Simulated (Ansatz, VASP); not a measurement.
## One calculation of SiNi3, two programs

```xyz
4
Lattice="3.5063 0.0000 0.0000 0.0000 3.5063 0.0000 0.0000 0.0000 3.5063" Properties=species:S:1:pos:R:3 pbc="T T T"
Si    0.0000    0.0000    0.0000
Ni    0.0000    1.7531    1.7531
Ni    1.7531    0.0000    1.7531
Ni    1.7531    1.7531    0.0000
```

Alike in both runs: functional PBE; k mesh 12 × 12 × 12; occupations gaussian, width 0.1 eV; no spin polarisation.

Ansatz relaxed the structure, and its values are those at the end. VASP's run is a single point on that final structure, the one shown.

|  | VASP | Ansatz |
| --- | --- | --- |
| version | VASP 6.6.1 | Ansatz 0.2.0 |
| potentials or method | VASP PAW PBE potentials, release 64 (Si, Ni) | scalar-relativistic, plane waves, PAW |
| plane-wave cutoff (eV) | 520 | 420 |
| valence electrons in the cell | 34 | 58 |

|  | VASP | Ansatz | Ansatz less VASP |
| --- | --- | --- | --- |
| gap on the k mesh at the Fermi level (eV) | none | none | - |
| pressure (GPa) | 0.1 | 0.0 | -0.04 |

A gap of «none» marks a metal or a gap that the smearing closes. With one functional, cell and mesh, what is left measures potentials, basis and numerics. The two sets of potentials don't hold the same shells in valence.

Spin polarisation is off, so any magnetic state and its effect on volume and gap are missing.
